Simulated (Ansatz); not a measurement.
MgS in the wurtzite structure, relaxed with r2SCAN, was run in the PAW code Ansatz under altered settings. All numbers are computed, without spin polarisation but where a row says otherwise.

```yaml
crystal:
  lattice:
    - [4.02863, 0.00000, 0.00000]
    - [-2.01431, 3.48889, 0.00000]
    - [0.00000, 0.00000, 6.45439]
  atoms:
    - { symbol: Mg, position: [0.33333, 0.66667, 0.99713] }
    - { symbol: Mg, position: [0.66667, 0.33333, 0.49713] }
    - { symbol: S, position: [0.33333, 0.66667, 0.37787] }
    - { symbol: S, position: [0.66667, 0.33333, 0.87787] }
```

The base run's other keys:
```yaml
kpoints:
  mp_grid: { grid: [6, 6, 2] }
hamiltonian:
  xc: hse06
scf:
  occupations: { method: fixed }
  n_extra_bands: 5
```

It takes 13 iterations with 1785 plane waves at 420 eV and 14 k points, and leaves a mean stress of +0.02 GPa. The gap over this mesh is 4.535 eV. It ran on 4 threads of Arm Neoverse N1 (shared host).

Outcomes, with energy and stress as changes against the base:
```
                                 setting    outcome  ΔF (meV/atom)  Δ mean stress (GPa)  gap on the mesh (eV)  iterations  wall time
PBE hybrid, exx coeff 0.4, omega 0.3 1/Å  converged              –                 -0.5                 4.858          15       28 s
PBE hybrid, exx coeff 0.4, omega 0.5 1/Å  converged              –                 -0.1                 4.337          14       27 s
              hamiltonian.dispersion: d4  converged           -211                 -1.6                 4.535          13       24 s
```
A dash marks a value that wasn't obtained or can't be compared. Stress is positive in compression. The base took 24 s. The base's mesh is coarse for a hybrid, so its own values aren't converged.

- PBE hybrid, exx coeff 0.4, omega 0.3 1/Å. That is 40 % exact exchange, screened with ω = 0.3 1/Å, against HSE06's 25 % screened at 0.208 1/Å. The mean stress moves by -0.5 GPa and the gap on the mesh by +0.322 eV (to 4.858). Totals of different functionals aren't comparable.
- PBE hybrid, exx coeff 0.4, omega 0.5 1/Å. That is 40 % exact exchange, screened with ω = 0.5 1/Å, against HSE06's 25 % screened at 0.208 1/Å. The mean stress moves by -0.1 GPa and the gap on the mesh by -0.199 eV (to 4.337). Totals of different functionals aren't comparable.
- hamiltonian.dispersion: d4. The free energy moves by -211 meV an atom, the mean stress by -1.6 GPa and the gap on the mesh by 0.000 eV (to 4.535). D4, pair terms with charge-dependent coefficients and a three-body term, adds to energy, forces and stress after the SCF and leaves the bands alone.

The program warns that its thresholds are loose for a hybrid's stress.

The meshes of the hybrids are coarse, so their gaps aren't converged to the digits shown.
